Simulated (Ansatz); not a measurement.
CoPt (CuAu type, space group P4/mmm)

```xyz
2
Lattice="2.6948 0.0000 0.0000 0.0000 2.6948 0.0000 0.0000 0.0000 3.7242" Properties=species:S:1:pos:R:3 pbc="T T T"
Co     1.3474     1.3474     1.8621
Pt     0.0000     0.0000     0.0000
```

Two-dimensional scan of atom 2 (Pt, nearest neighbour Co at 2.664 Å; its periodic images, 2.7 Å or more away, move with it): u runs along (1.000, 0.000, 0.000), v along (0.000, 0.000, 1.000) (Cartesian). Cell and other atoms are fixed.

Computed with PBE (plane waves to 420 eV, PAW, scalar-relativistic; Ansatz, a first-principles code). k mesh 14×14×10 (Γ-centred), Fermi-Dirac smearing 0.05 eV. E stands for the smeared free energy. Points where atoms come too close for the PAW data are left out (x in tables, blank in figures). With partly filled bands, energies and forces of such displacements shift with the k mesh and the smearing. CoPt was relaxed with its symmetry unable to fall. Relaxed CoPt ends ferromagnetic. Spin-orbit coupling is left out, though Pt is heavy. Other magnetic orders were not checked, so this need not be the ground state. The last digit holds for this mesh only.

Changes of ΔE (meV/cell) from the point u = 0.000 Å, v = 0.000 Å when one coordinate moves alone (two changes are said to add if the coupling is within 5 % of the smaller one, nearly so within 20 %):

```
point                      change
-------------------------  ------
u = 0.000 Å, v = -0.670 Å  2162.1
u = 0.000 Å, v = -0.335 Å   441.9
u = -0.670 Å, v = 0.000 Å   898.9
u = -0.335 Å, v = 0.000 Å   229.0
u = 0.335 Å, v = 0.000 Å    229.0
u = 0.670 Å, v = 0.000 Å    898.9
u = 0.000 Å, v = 0.335 Å    441.9
u = 0.000 Å, v = 0.670 Å   2162.1
```

Problem. Do the two effects add at u = 0.670 Å, v = 0.335 Å? Give the computed change.

Solution. The sum of the single changes is 898.9 + (441.9) = 1340.8; the calculation gives 2027.7, so the coupling contributes 686.9 (over 20 % of the smaller single change, not additive).

Problem. Do the two effects add at u = 0.335 Å, v = -0.335 Å? Give the computed change.

Solution. The sum of the single changes is 229.0 + (441.9) = 670.9; the calculation gives 898.4, so the coupling contributes 227.5 (over 20 % of the smaller single change, not additive).

Problem. What is the change at u = 0.335 Å, v = -0.670 Å, where both move, and how far is it from the sum?

Solution. The sum of the single changes is 229.0 + (2162.1) = 2391.1; the calculation gives 3233.3, so the coupling contributes 842.2 (over 20 % of the smaller single change, not additive).

(For displaced atoms, the force is minus the slope of the energy, and its curvature is a force constant, which sets phonon frequencies.)
